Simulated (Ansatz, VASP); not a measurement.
# Two plane-wave programs on Rh

INCAR

```
PREC     = Accurate       # precision mode
ENCUT    = 520            # plane-wave cutoff, eV
EDIFF    = 1E-6           # SCF threshold, eV
ISMEAR   = 0              # smearing method
SIGMA    = 0.1            # smearing width, eV
LREAL    = F              # projectors in reciprocal space
LASPH    = T              # aspherical terms in the spheres
NELM     = 100            # most SCF steps
ALGO     = Normal         # electronic algorithm
ISIF     = 2              # what is computed and relaxed
LWAVE    = F              # write WAVECAR
LCHARG   = F              # write CHGCAR
GGA      = PE             # functional
NBANDS   = 14             # bands
```

The input KPOINTS:

```
Automatic mesh
0
Gamma
  16 16 16
```

The input POSCAR:

```
Rh
1.0
    0.0042975030      1.9207746705      1.9899530595
    1.9676478780      0.0023198910      1.9919306715
    1.9867014090      1.9418058135     -0.0167336400
Rh
1
Direct
    0.0000000000      0.0000000000      0.0000000000
```

Input for Ansatz:

```yaml
crystal:
  lattice:
    - [0.004297503, 1.9207746705, 1.9899530595]
    - [1.967647878, 0.002319891, 1.9919306715]
    - [1.986701409, 1.9418058135, -0.01673364]
  atoms:
    - { symbol: Rh, position: [0.0, 0.0, 0.0] }
basis:
  ecutwfc: 420
kpoints:
  mp_grid: { grid: [16, 16, 16] }
hamiltonian:
  xc: pbe
scf:
  occupations: { method: gaussian, width: 0.1 }
output:
  forces: true
  stress: true
  eigenvalues: true
```

Alike in both runs: task single point; functional PBE; k mesh 16 × 16 × 16; occupations gaussian, width 0.1 eV; no spin polarisation.

|  | VASP | Ansatz |
| --- | --- | --- |
| version | VASP 6.6.1 | Ansatz 0.2.0 |
| potentials or method | VASP PAW PBE potentials, release 64 (Rh_pv) | scalar-relativistic, plane waves, PAW |
| plane-wave cutoff (eV) | 520 | 420 |
| valence electrons in the cell | 15 | 17 |

Ansatz gave:

```
gap on the k mesh at the Fermi level (eV)       : none
pressure (GPa)                                  : -16.7
largest component of the traceless stress (GPa) : 3.40
```

Q: Estimate VASP's values.

A: gap on the k mesh at the Fermi level (eV): none; pressure (GPa): -16.7; largest component of the traceless stress (GPa): 3.39.

A gap of «none» marks a metal or a gap that the smearing closes. With one functional, cell and mesh, what is left measures potentials, basis and numerics. The two sets of potentials don't hold the same shells in valence.

Caveats: so large a pressure means that the cell lies far from this level's equilibrium, or that cutoff or potentials fall short (VASP).
